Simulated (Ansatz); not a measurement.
## Bi in Ansatz: the effect of functional

Crystal: Bi.

```
CELL_PARAMETERS angstrom
3.51170 -3.15332 0.00000
3.51170 3.15332 0.00000
-1.26858 0.00000 3.13417
ATOMIC_POSITIONS crystal
Bi 0.75306 0.75306 0.85738
Bi 0.24694 0.24694 0.14262
```

This isn't the form of Bi at room conditions, which is rhombohedral.

The cell isn't the ideal one: volume scaled by 1.02.

Alike in all runs:

| Quantity | Value |
| --- | --- |
| Program | Ansatz 0.2.0 |
| Task | single point |
| Potentials or basis | Ansatz PAW |
| k mesh | 6 × 6 × 9 |
| Occupations | fermi-dirac, width 0.05 eV |
| Spin | no spin polarisation |

```csv
functional,cutoff,pressure (GPa),largest force (eV/Å)
LDA,420 eV (not typed: the program's choice for these potentials),-4.4,0.12
PBEsol,420 eV (not typed: the program's choice for these potentials),?,?
r2SCAN,500 eV (not typed: the program's choice for these potentials),-1.7,0.17
```

What does the run with functional PBEsol give?

Pressure -3.3 GPa; largest force 0.09 eV/Å.

Caveats: the PAW data sets come from PBE, with cores solved anew for the run's functional, which leaves a small shift of forces and pressure.
